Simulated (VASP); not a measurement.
Cs2AgBiBr6, 10 atoms in the cell. It takes space group Fm-3m (No. 225, cubic). Conventional cell: a = 11.305 Å, b = 11.305 Å, c = 11.305 Å, α = 90.00°, β = 90.00°, γ = 90.00°. Cs (site symmetry -43m) has 12 Br at 4.00 Å as nearest neighbours. Ag (site symmetry m-3m) has 6 Br at 2.80 Å as nearest neighbours. Around Bi (site symmetry m-3m) lie 6 Br at 2.86 Å. Br (site symmetry 4mm) has 1 Ag at 2.80 Å and 1 Bi at 2.86 Å as nearest neighbours. 

| Quantity | Value |
| --- | --- |
| Program | VASP 6.6.1 |
| Task | relaxation of cell and atoms |
| Functional | PBE |
| Dispersion | D3(BJ) |
| Potentials or basis | VASP PAW PBE potentials, release 64 (Cs_sv, Ag, Bi_d, Br) |
| Cutoff | 600 eV |
| k mesh | 4 × 4 × 4 |
| Occupations | gaussian, width 0.03 eV |
| Spin | no spin polarisation |
| Further INCAR settings | ALGO = Normal; EDIFF = 1e-07; IBRION = 2; EDIFFG = -0.005; NSW = 90; ISIF = 3 |

Potentials or basis: VASP PAW PBE potentials, release 64 (Cs_sv, Ag, Bi_d, Br).

Run with:

```console
$ cat potpaw_PBE.64/Cs_sv/POTCAR potpaw_PBE.64/Ag/POTCAR potpaw_PBE.64/Bi_d/POTCAR potpaw_PBE.64/Br/POTCAR > POTCAR
$ mpirun -np 2 vasp_std > vasp.out
```

Hardware: 2 MPI ranks on AMD EPYC 9R45 96-Core Processor (Zen 5), with other jobs on the host.

Q: How long does it take, and how much memory?

A: Run time: 2.3 min on 2 MPI ranks on AMD EPYC 9R45 96-Core Processor (Zen 5), with other jobs on the host, peak memory 0.72 GiB a rank. Counts: scf iterations 23, k points 8, ion steps 2.
